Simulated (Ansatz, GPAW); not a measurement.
# Geometry or basis: what sets the conductance of a Pt chain with one Al atom in line, part 4 of 4

How well does a Pt chain with one Al atom in line conduct once its atoms have relaxed, and how much do cheaper levels lose?

GPAW 26.7.0 and Ansatz 0.2.0; Ansatz plane waves; relaxation of the junction with the lead ends held (the session's first sound run).

So far, transmission at the Fermi level (one spin): step 3 (plane waves, PBE) 1.02; step 5 (single-zeta polarised basis, PBE, GPAW) 1.01; step 6 (minimal basis, PBE, GPAW) 1.00; step 7 (RPBE in the dzp basis: xc = "RPBE") 1.01; step 8 (the structure as built: geometry = "as built", PBE, GPAW) 1.37.

## (10) The levels side by side (continued)

The transmission, zone mean, sum over the listed spins by energy, zero at the Fermi level:

```csv
energy (eV),pw-pbe,dzp,szp,sz,dzp-RPBE,asbuilt
-2.000,1.01,1.01,1.01,1.02,1.01,1.08
-1.900,1.01,1.02,1.02,1.05,1.02,1.08
-1.800,1.02,1.03,1.03,1.09,1.03,1.08
-1.700,1.05,1.06,1.06,1.16,1.06,1.08
-1.600,1.13,1.13,1.12,1.27,1.12,1.08
-1.500,1.16,1.20,1.20,1.44,1.20,1.11
-1.400,1.19,1.22,1.25,1.42,1.22,1.11
-1.325,1.20,1.23,1.25,1.43,1.23,1.13
-1.300,1.20,1.23,1.25,1.43,1.23,1.14
-1.200,1.17,1.24,1.25,1.44,1.24,1.16
-1.100,1.15,1.17,1.18,1.39,1.17,1.17
-1.000,1.11,1.15,1.15,1.39,1.15,1.19
-0.900,1.13,1.17,1.18,1.42,1.17,1.20
-0.800,1.24,1.21,1.21,1.44,1.21,1.21
-0.700,1.31,1.29,1.31,1.50,1.29,1.22
-0.600,1.38,1.41,1.44,1.67,1.42,1.23
-0.550,1.34,1.52,1.51,1.77,1.53,1.24
-0.525,1.31,1.54,1.51,1.80,1.53,1.24
-0.500,1.29,1.51,1.46,1.80,1.47,1.25
-0.400,1.43,1.22,1.20,1.56,1.21,1.27
-0.300,1.18,1.24,1.19,1.44,1.24,1.34
-0.275,1.20,1.33,1.03,1.47,1.12,1.31
-0.200,1.14,1.17,1.15,1.16,1.16,1.34
-0.100,1.07,1.07,1.07,1.07,1.07,1.36
0.000,1.02,1.01,1.01,1.00,1.01,1.37
0.100,0.969,0.961,0.967,0.951,0.959,1.34
0.200,0.931,0.917,0.926,0.906,0.918,1.28
0.300,0.830,0.831,0.868,0.880,0.843,1.20
0.400,0.894,0.898,0.910,0.906,0.899,1.12
0.500,0.905,0.903,0.909,0.899,0.904,1.05
0.525,0.905,0.901,0.906,0.894,0.902,1.03
0.600,0.902,0.887,0.886,0.866,0.889,0.989
0.700,0.886,0.829,0.736,0.700,0.828,0.923
0.800,0.737,0.673,0.678,0.650,0.676,0.897
0.900,0.675,0.639,0.649,0.623,0.641,0.890
1.000,0.648,0.620,0.631,0.607,0.621,0.883
1.100,0.634,0.610,0.621,0.598,0.610,0.877
1.200,0.627,0.607,0.617,0.595,0.605,0.873
1.300,0.626,0.610,0.619,0.597,0.606,0.869
1.400,0.630,0.618,0.626,0.605,0.613,0.865
1.500,0.641,0.633,0.640,0.619,0.626,0.862
1.600,0.658,0.656,0.662,0.641,0.647,0.858
1.700,0.684,0.690,0.696,0.676,0.678,0.855
1.800,0.723,0.746,0.751,0.741,0.730,0.852
1.900,0.787,0.853,0.860,0.912,0.835,0.849
1.925,0.809,0.897,0.905,0.985,0.880,0.849
1.975,0.869,0.995,0.997,0.173,0.993,0.847
2.000,0.907,0.919,0.894,0.0342,0.907,0.846
```

## (11) Density threshold 1e-06, SCF mesh 1×1×1

The Hamiltonian is taken from the last density. The density threshold is one of the tests that end the cycle; the energy must settle too, so a loose value may not be the test that decides. The SCF mesh sets the Fermi level of the repeated cell.

This step: GPAW LCAO, PAW setups; Landauer transmission from Green's functions with principal layers (ASE), zero bias (GPAW 26.7.0).

run.py

```python
import json
import numpy as np
from ase import Atoms
from ase.transport.calculators import TransportCalculator
from gpaw import GPAW, FermiDirac
from gpaw.lcao.tools import get_lcao_hamiltonian
from scipy.linalg import eigh

# The junction with lead layers at both ends, along the third cell vector
device = Atoms(
    ['Pt', 'Pt', 'Pt', 'Pt', 'Pt', 'Pt', 'Pt', 'Pt', 'Al', 'Pt', 'Pt', 'Pt', 'Pt', 'Pt', 'Pt', 'Pt', 'Pt'],
    positions=[
        [4.50000, 4.50000, 1.20000],
        [4.50000, 4.50000, 3.60000],
        [4.50000, 4.50000, 6.00000],
        [4.50000, 4.50000, 8.40000],
        [4.50000, 4.50000, 10.80000],
        [4.50000, 4.50000, 13.20000],
        [4.69941, 4.92138, 15.58596],
        [4.28033, 4.10293, 17.96396],
        [4.50835, 4.50094, 20.33671],
        [4.55710, 4.05124, 22.71116],
        [4.50415, 4.96288, 25.09257],
        [4.50000, 4.50000, 27.47940],
        [4.50000, 4.50000, 29.87940],
        [4.50000, 4.50000, 32.27940],
        [4.50000, 4.50000, 34.67940],
        [4.50000, 4.50000, 37.07940],
        [4.50000, 4.50000, 39.47940]],
    cell=[[9.0, 0.0, 0.0], [0.0, 9.0, 0.0], [0.0, 0.0, 40.6794]],
    pbc=True)

# One principal layer of the lead: the first 5 atoms of the device
lead = Atoms(
    ['Pt', 'Pt', 'Pt', 'Pt', 'Pt'],
    positions=[
        [4.50000, 4.50000, 1.20000],
        [4.50000, 4.50000, 3.60000],
        [4.50000, 4.50000, 6.00000],
        [4.50000, 4.50000, 8.40000],
        [4.50000, 4.50000, 10.80000]],
    cell=[[9.0, 0.0, 0.0], [0.0, 9.0, 0.0], [0.0, 0.0, 12.0]],
    pbc=True)

settings = dict(mode='lcao', basis='dzp', xc='PBE', h=0.2,
                occupations=FermiDirac(0.1), maxiter=250,
                mixer=dict(beta=0.1, nmaxold=8, weight=100.0),
                convergence=dict(density=1e-06))
energies = np.arange(-2, 2 + 1e-9, 0.025)
eta = 0.0001
n1, n2 = 1, 1
# k and -k transmit alike, so half of the mesh across the current serves
mesh = [(i, j) for i in range(n1) for j in range(n2) if (i, j) <= (-i % n1, -j % n2)]
weights = np.array([1 if (i, j) == (-i % n1, -j % n2) else 2 for i, j in mesh]) / (n1 * n2)

# [... helper functions left out ...]
fermi_lead = ground_state(lead, (1, 1, 10), 'lead.txt')
fermi_device = ground_state(device, (1, 1, 1), 'device.txt')
# [... loop over the mesh left out, but for ...]
        # Shift the lead onto the potential of the device's first layer
        shift = ((H[:, 0, 0] - H0[:, 0, 0]) / S0[0, 0]).real.mean()
# [...]
kT = 8.617333e-5 * 300
bias = [0.1, 0.2, 0.5, 1.0, 1.5, 2.0]
# [... integrals and printing left out ...]
```

Command:

```bash
OMP_NUM_THREADS=1 OPENBLAS_NUM_THREADS=1 python run.py
```

Log:

```text
basis functions: device 445, principal layer 135
Fermi level: lead -4.5366 eV, device -4.4448 eV; lead shifted by 0.0027 eV
largest coupling past the next layer 8.09e-06 eV, largest misfit of the first layer 0.257 eV
  E-E_F (eV)   T (one spin)  [channel counts left out]
    -2.000    1.0108e+00
    -1.975    1.0124e+00
    -1.950    1.0141e+00
    -1.925    1.0160e+00
    -1.900    1.0182e+00
    -1.875    1.0208e+00
    -1.850    1.0239e+00
    -1.825    1.0275e+00
    -1.800    1.0319e+00
    -1.775    1.0371e+00
    -1.750    1.0435e+00
    -1.725    1.0513e+00
    -1.700    1.0608e+00
    -1.675    1.0722e+00
    -1.650    1.0861e+00
    -1.625    1.1030e+00
[...]
1.825    7.5875e-01
     1.850    7.8031e-01
     1.875    8.0621e-01
     1.900    8.3791e-01
     1.925    8.7723e-01
     1.950    9.2549e-01
     1.975    9.7764e-01
     2.000    9.8864e-01
conductance at 300 K: 1.0116 G0 a cell; thermopower 3.813 uV/K
current from the zero-bias T(E) at 0.1 V: 7.8421 uA
current from the zero-bias T(E) at 0.2 V: 15.71 uA
current from the zero-bias T(E) at 0.5 V: 39.684 uA
current from the zero-bias T(E) at 1.0 V: 81.769 uA
current from the zero-bias T(E) at 1.5 V: 124.86 uA
current from the zero-bias T(E) at 2.0 V: 160.57 uA
```

It took 4.3 min on 1 thread of Arm Neoverse V2, shared host; peak memory 1.5 GiB.

The run finished with changed settings (conv = 1e-06 and scf_mesh = [1, 1, 1]); it serves as a test.

Side by side:

```csv
quantity,this run,sound run,difference
conductance (G₀),1.0116,1.0108,7.6e-4
thermopower (μV/K),3.8127,3.9168,-0.104
largest coupling past the next principal layer (eV),8.089e-6,8.089e-6,-2.6e-11
largest misfit of the first principal layer (eV),0.25663,0.23909,0.0175
shift that aligns the lead (eV),0.0026596,-0.0011792,0.00384
transmission at the Fermi level (one spin),1.0101,1.0098,2.9e-4
```

## (12) Summary of results

| Quantity | Value |
| --- | --- |
| conductance | 1.01 G₀ |
| transmission at the Fermi level, mean of the spins | 1.01 |
| thermopower | 3.92 μV/K |

In the dzp basis the junction conducts 1.01 G₀ at 300 K, with T = 1.01 a spin at the Fermi level; the sz basis reaches that conductance within 10 %. Relaxation moved atoms by up to 0.47 Å and took the conductance from 1.36 to 1.01 G₀, as a ratio a larger change than the step from dzp to the minimal basis. Plane waves (PBE) give T = 1.02 there. At the Fermi level the three most open eigenchannels pass 0.95, 0.036 and 0.025. Measured against the first run (pw-pbe), the nearest curve is that of dzp-RPBE (r.m.s. 0.051) and the farthest that of sz (0.19). Over the compared runs wall time goes from 123 s (pw-pbe) to 277 s (dzp), on a shared host; the plane-wave run used 4 threads and the orbital runs 1. The leads kept an estimated spacing and the cell its length, so the junction may be under some tension or compression. The run had no spin polarisation, so a magnetic state, which chains and small molecules with open shells often have, wasn't tested. Spin-orbit coupling is left out, which matters for the heavy atoms here. An evenly spaced straight chain is an idealisation: free chains tend to dimerise, zigzag or, where a band edge lies near the Fermi level, turn magnetic. The currents use the zero-bias T(E) throughout, which holds only while the bias is small against the distance to the nearest feature.

[Logs are printed without paths, hosts, clocks, repeated set-up lines and the standing remarks that a program may print on its own settings, such as how far it seeks lower states.]

[Hosts, paths, dates, database ids (printed as entryN), source tags and the programs' standing remarks are cut or masked in the printed files.]
